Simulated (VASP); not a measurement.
Here is a VASP 6.6.1 calculation.

Contents of INCAR:

```
PREC = Accurate ; ENCUT = 520
EDIFF = 1E-7 ; ISMEAR = 0
SIGMA = 0.012 ; LREAL = F
LASPH = T ; NELM = 60
ALGO = Fast ; ISIF = 2
LWAVE = F ; LCHARG = F
GGA = PE
```

Contents of KPOINTS:

```
regular mesh
0
Gamma
  11 11 11
```

POSCAR

```
Al
1.0
    0.0000000000      2.0248050000      2.0248050000
    2.0248050000      0.0000000000      2.0248050000
    2.0248050000      2.0248050000      0.0000000000
Al
1
Direct
    0.0000000000      0.0000000000      0.0000000000
```

Potentials or basis: VASP PAW PBE potentials, release 64 (Al).

The run is started by

```console
$ cat potpaw_PBE.64/Al/POTCAR > POTCAR
$ mpirun -np 1 vasp_std > vasp.out
```

(1) Predict the band gap on the k mesh.

(2) Predict the pressure.

## Answers

(1) none (metal or under the smearing width).

(2) -0.6 GPa.
